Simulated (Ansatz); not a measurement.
Which YAML input does this script hand to the engine? (Ansatz 0.2.0, Python API)

Script `mgo_eps.py`:
```python
import ansatz as az
from ase import Atoms
import numpy as np


def main() -> None:
    atoms = Atoms(
        ["Mg", "Mg", "Mg", "Mg", "O", "O", "O", "O"],
        scaled_positions=[
            (1 / 3, 2 / 3, 0.96966238),
            (0.0, 0.0, 0.22100231),
            (0.0, 0.0, 0.72100231),
            (2 / 3, 1 / 3, 0.46966238),
            (1 / 3, 2 / 3, 0.77984015),
            (0.0, 0.0, 0.52949334),
            (0.0, 0.0, 0.02949334),
            (2 / 3, 1 / 3, 0.27984015),
        ],
        cell=[
            (3.25059419, 0.0, 0.0),
            (-1.62529709, 2.81509715, 0.0),
            (0.0, 0.0, 10.38633773),
        ],
        pbc=True,
    )
    structure = az.Crystal.from_ase(atoms)

    job = (
        structure.calculation()
        .functional("PBEsol")
        .kpoints(12, 12, 2)
        .occupations("fixed")
        .dielectric()
    )
    out = job.run()
    response = out.dielectric
    eps = np.asarray(response.eps_inf)

    print(f"mean eps_inf {np.trace(eps) / 3:.3f}, fraction of exact exchange 1/eps = {3 / np.trace(eps):.3f}")
    print(np.array2string(eps, precision=3, suppress_small=True))
    for index, (site, z) in enumerate(zip(out.lattice.sites, response.zstar_e)):
        print("Born charge tensor of", site.symbol, index)
        print(np.round(z, 3) + 0.0)
    print(f"charge neutrality missed by {response.zstar_sum_residual_pre_e:.4f} e before the sum rule")


if __name__ == "__main__":
    main()
```

Output of `python mgo_eps.py`:
```text
DeckWarning: basis.ecutwfc = 420 eV, auto-derived from the records' recommended cutoffs: set by Mg (normal level)
mean eps_inf 3.084, fraction of exact exchange 1/eps = 0.324
[[ 3.071  0.    -0.   ]
 [ 0.     3.071  0.   ]
 [-0.     0.     3.111]]
Born charge tensor of Mg 0
[[1.825 0.    0.   ]
 [0.    1.825 0.   ]
 [0.    0.    1.803]]
Born charge tensor of Mg 1
[[1.801 0.    0.   ]
 [0.    1.801 0.   ]
 [0.    0.    1.894]]
Born charge tensor of Mg 2
[[1.801 0.    0.   ]
 [0.    1.801 0.   ]
 [0.    0.    1.894]]
Born charge tensor of Mg 3
[[1.825 0.    0.   ]
 [0.    1.825 0.   ]
 [0.    0.    1.803]]
Born charge tensor of O 4
[[-1.824  0.     0.   ]
 [ 0.    -1.824  0.   ]
 [ 0.     0.    -1.831]]
Born charge tensor of O 5
[[-1.802  0.     0.   ]
 [ 0.    -1.802  0.   ]
 [ 0.     0.    -1.866]]
Born charge tensor of O 6
[[-1.802  0.     0.   ]
 [ 0.    -1.802  0.   ]
 [ 0.     0.    -1.866]]
Born charge tensor of O 7
[[-1.824  0.     0.   ]
 [ 0.    -1.824  0.   ]
 [ 0.     0.    -1.831]]
charge neutrality missed by 0.0119 e before the sum rule
```
(Warnings from the package without file and line.)

`input.yaml`:
```yaml
crystal:
  lattice:
    - [3.25059419, 0.0, 0.0]
    - [-1.62529709, 2.81509715, 0.0]
    - [0.0, 0.0, 10.38633773]
  atoms:
    - { symbol: Mg, position: [0.3333333333333333, 0.6666666666666666, 0.96966238] }
    - { symbol: Mg, position: [0.0, 0.0, 0.22100231] }
    - { symbol: Mg, position: [0.0, 0.0, 0.72100231] }
    - { symbol: Mg, position: [0.6666666666666666, 0.3333333333333333, 0.46966238] }
    - { symbol: O, position: [0.3333333333333333, 0.6666666666666666, 0.77984015] }
    - { symbol: O, position: [0.0, 0.0, 0.52949334] }
    - { symbol: O, position: [0.0, 0.0, 0.02949334] }
    - { symbol: O, position: [0.6666666666666666, 0.3333333333333333, 0.27984015] }
kpoints:
  mp_grid:
    grid: [12, 12, 2]
hamiltonian:
  xc: pbesol
scf:
  occupations:
    method: fixed
dielectric: {}
```

What to keep in mind:
- The Fermi level of a run with fixed occupations marks the highest occupied state on its mesh, not mid-gap.
- Averages over directions belong to no single polarisation, least of all in layered crystals.
- Pressure is positive in compression.
- The structure comes from a database of computed cells and needn't be a stable or known phase.
- This is the electronic (clamped-ion) response; a semilocal gap that is too small tends to raise it. The typed mesh is that of the SCF; the response is solved on denser meshes that the run picks.
- The whole script took 2.4 min on 1 thread of Intel(R) Xeon(R) Processor @ 2.30GHz (shared host), peak memory 1.5 GiB.
